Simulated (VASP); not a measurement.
Write the native input for VASP 6.6.1 that does the following.

```yaml
Task: single point
Functional: PBE
Potentials_or_basis: VASP PAW PBE potentials, release 64 (Na_pv, Cl)
Cutoff: 520 eV
k_mesh: 6 × 6 × 6
Occupations: gaussian, width 0.05 eV
Spin: no spin polarisation
Dipole_correction: no
Further_INCAR_settings: ALGO = Normal; EDIFF = 1e-07; NBANDS = 14
```

The structure of NaCl lies in POSCAR:

```
NaCl
1.0
    3.5021900000      0.0000000000      0.0000000000
    0.0000000000      3.5021900000      0.0000000000
    0.0000000000      0.0000000000      3.5021900000
Na Cl
1 1
Direct
   -0.0403808349     -0.0403808349      0.0000000000
    0.5000000000      0.5000000000      0.5000000000
```

Measurements of this composition are mostly on another form, of space group No. 225.

The cell isn't the ideal one: atom 1 (Na) moved by (-0.200, +0.000) A along [1 1 0] and z.

One way to write it, as run:

INCAR

```
SYSTEM = NaCl
PREC     = Accurate       ! precision mode
ENCUT    = 520            ! plane-wave cutoff, eV
EDIFF    = 1E-7           ! SCF threshold, eV
ISMEAR   = 0              ! smearing method
SIGMA    = 0.05           ! smearing width, eV
LREAL    = .False.        ! projectors in reciprocal space
LASPH    = .True.         ! aspherical terms in the spheres
NELM     = 60             ! most SCF steps
ALGO     = Normal         ! electronic algorithm
ISIF     = 2              ! what is computed and relaxed
LWAVE    = .False.        ! write WAVECAR
LCHARG   = .True.         ! write CHGCAR
GGA      = PE             ! functional
LELF     = .True.         ! ELF
LVHAR    = .True.       
NBANDS   = 14             ! bands
```

KPOINTS

```
regular mesh
0
Gamma
  6 6 6
  0 0 0
```

Potentials or basis: VASP PAW PBE potentials, release 64 (Na_pv, Cl).

Run with:

```bash
$ cat potpaw_PBE.64/Na_pv/POTCAR potpaw_PBE.64/Cl/POTCAR > POTCAR
$ mpirun -np 1 vasp_std > vasp.out
```

Results of the run:

```
Pressure               : 0.4 GPa
Largest force          : 0.083 eV/Å
Band gap on the k mesh : 4.00 eV, indirect (least direct gap 4.48 eV)
```

It took 36 s on 1 thread of Intel(R) Xeon(R) Platinum 8175M CPU @ 2.50GHz (Skylake/Cascade Lake), with other jobs on the host, peak memory 0.16 GiB.
